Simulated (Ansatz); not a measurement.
LiCl under changes of volume

One of the cells (16.871 Å³/atom); the others are scaled copies at fixed shape and fractional positions:

```
Cl Li
1.0
     0.00000    2.56477    2.56477
     2.56477    0.00000    2.56477
     2.56477    2.56477    0.00000
Cl Li
1 1
Cartesian
  2.5648 2.5648 2.5648
  0.0000 0.0000 0.0000
```

* Program: Ansatz 0.2.0
* Functional: r2SCAN
* Potentials or basis: Ansatz PAW
* Cutoff: 500 eV (not typed: the program's choice for these potentials)
* k mesh: 9 × 9 × 9
* Occupations: fermi-dirac, width 0.05 eV
* Spin: no spin polarisation

```tsv
volume (Å³/atom)	energy over the lowest point (meV/atom)	pressure (GPa)	gap on the mesh (eV)
15.859	?	?	?
16.196	1.59	1.1	7.49
16.534	0.01	0.4	7.35
16.871	0.00	-0.3	7.23
17.209	1.39	-1.0	7.11
17.546	4.05	-1.5	6.99
17.883	7.83	-2.0	6.88
```

What does the run at 15.859 Å³/atom give?

Energy over the lowest point 4.91 meV/atom; pressure 2.0 GPa; gap on the mesh 7.63 eV.

Worked out: A Birch-Murnaghan fit of order 3 (a polynomial in V^(-2/3)) to the other rows has its minimum at 16.70 Å³/atom with B0 = V·E''(V) = 35 GPa and B' = 4.3. It gives 4.91 meV/atom at 15.859 Å³/atom, against the run's 4.91, and -dE/dV = 2.0 GPa, against 2.0. A straight line through the other rows of the gap, of slope -6.13 eV per unit of ln V (its deformation potential), extrapolates to 7.61 eV, against the run's 7.63.

Energies are extrapolated to zero smearing.

Caveats: odd divisions of the mesh miss points on the zone boundary, where band edges often lie, so the gap on the mesh can be too wide; the PAW data sets come from PBE, with cores solved anew for the run's functional, which leaves a small shift of forces and pressure.

A mesh can miss the band edges.
